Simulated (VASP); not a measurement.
Input of a VASP 6.6.1 run:

Contents of INCAR:

```
PREC = Accurate
ENCUT = 520
EDIFF = 1E-6
ISMEAR = -1
SIGMA = 0.02
LREAL = F
LASPH = T
NELM = 80
ALGO = Normal
ISIF = 2
LWAVE = F
LCHARG = F
GGA = PE
IVDW = 12
IBRION = 2
NSW = 35
EDIFFG = -0.3
```

File KPOINTS:

```
Automatic mesh
0
Gamma
  1 1 1
```

The input POSCAR:

```
Cl
1.0
    7.3986360000      0.0000000000      0.0000000000
    0.0000000000      7.3986360000      0.0000000000
    0.0000000000      0.0000000000      7.3986360000
Cl
12
Direct
    0.2887220000      0.2685095000      0.8562943000
    0.4038482000      0.4448772000      1.0289779000
    0.8882882000      0.1123646000      0.1493075000
    0.8176307000      0.3500338000      0.2620020000
    1.0204667000      0.9335007000      0.5613420000
    0.8064291000      0.8087464000      0.4481897000
    0.2560627000      0.5216840000      0.4346307000
    0.4112632000      0.7306361000      0.3544371000
    0.2826286000      0.8626034000      0.9382787000
    0.4977036000      0.7991415000      0.7837002000
    0.9823372000      0.5487738000      0.8354912000
    0.8392351000      0.3730898000      0.6843750000
```

Potentials or basis: VASP PAW PBE potentials, release 64 (Cl).

Command:

```sh
$ cat potpaw_PBE.64/Cl/POTCAR > POTCAR
$ mpirun -np 1 vasp_gam > vasp.out
```

(1) Predict the energy gained by relaxing.

(2) What does it give for the band gap on the k mesh?

Results:

(1) 30.0 meV/atom.

(2) 2.10 eV, direct.
